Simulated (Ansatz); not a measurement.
# Response of KF to small distortions

```
CELL_PARAMETERS angstrom
3.25895 0.00000 0.00000
0.00000 3.25895 0.00000
0.00000 0.00000 3.25895
ATOMIC_POSITIONS crystal
K 0.00000 0.00000 0.00000
F 0.50000 0.50000 0.50000
```

Atoms are numbered in the order listed.

The conventional cell has a = 3.259 Å, b = 3.259 Å, c = 3.259 Å, α = 90.00°, β = 90.00°, γ = 90.00°. K (atom 1) has 8 F at 2.82 Å as nearest neighbours. Around F (atom 2) lie 8 K at 2.82 Å.

The cell is the one relaxed in the Materials Project (mp-8454), not relaxed further here; entries there can be hypothetical.

The calculation used DFT, LDA, all-electron PAW with datasets made for the crystal, scalar-relativistic in Ansatz 0.2.0.

Settings: a Γ-centred 9×9×9 k mesh, Fermi–Dirac smearing of 0.02 eV, cutoff 300 eV (chosen by the program for this cell), no spin polarisation.

The unchanged cell is at -5.74 GPa, so energy changes include a term −P ΔV where the volume moves.

Semilocal functionals give too small gaps.

x, y and z are the Cartesian axes of the cell as listed; fractional coordinates follow a strain, and an engineering shear is twice the off-diagonal strain component.

Vzz stands for the principal value of largest size of the field-gradient tensor, whatever its axis.

Problem. One change gave: energy change +13 meV/atom; stress change (xx, yy, zz, yz, xz, xy) -0.64, -0.64, 0.16, 0.00, 0.00, 0.00 GPa, compression positive; Vzz in 10²¹ V/m²: K1 0 → 0.18 (η = 0.00), F2 0 → -0.15 (η = 0.00); gap on the k mesh 5.93 → 5.77 eV. Which change was it?
A. z strained by -1 % at fixed volume
B. atom 1 (K) moved by (0.0462, 0.0462, 0.0462) Å
C. x and y strained by +1 %, z held

Solution. C. For z strained by -1 % at fixed volume: energy change under 1 meV/atom; stress change (xx, yy, zz, yz, xz, xy) -0.41, -0.41, 0.83, 0.00, 0.00, 0.00 GPa, compression positive; Vzz in 10²¹ V/m²: K1 0 → 0.28 (η = 0.00), F2 0 → -0.22 (η = 0.00); gap on the k mesh 5.93 → 5.89 eV. For atom 1 (K) moved by (0.0462, 0.0462, 0.0462) Å: energy change under 1 meV/atom; stress change (xx, yy, zz, yz, xz, xy) 0.08, 0.08, 0.08, 0.04, 0.04, 0.04 GPa, compression positive; change of the force on K1 (-0.015, -0.015, -0.015) eV/Å; Vzz in 10²¹ V/m²: K1 0 → -0.04 (η = 0.00), F2 0 → -0.03 (η = 0.00); gap on the k mesh 5.93 → 5.93 eV.
